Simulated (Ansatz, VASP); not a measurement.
# Two plane-wave programs on MgO

```
Mg O
1.0
     3.15184    0.00000    0.00000
    -1.57592    2.72957    0.00000
     0.00000    0.00000    4.53833
Mg O
2 2
Direct
  0.66667 0.33333 0.75000
  0.33333 0.66667 0.25000
  0.66667 0.33333 0.25000
  0.33333 0.66667 0.75000
```

Alike in both runs: task single point; functional PBEsol; k mesh 9 × 9 × 6; occupations gaussian, width 0.05 eV; no spin polarisation.

|  | VASP | Ansatz |
| --- | --- | --- |
| version | VASP 6.6.1 | Ansatz 0.2.0 |
| potentials or method | VASP PAW PBE potentials, release 64 (Mg, O) | scalar-relativistic, plane waves, PAW |
| plane-wave cutoff (eV) | 520 | 520 |
| valence electrons in the cell | 16 | 32 |

|  | VASP | Ansatz | Ansatz less VASP |
| --- | --- | --- | --- |
| gap on the k mesh at the Fermi level (eV) | 3.87 | 3.87 | +0.004 |
| least direct gap on the mesh (eV) | 3.87 | 3.87 | +0.004 |

The two sets of potentials don't hold the same shells in valence. Ansatz warned: «pseudo_functional_mismatch».
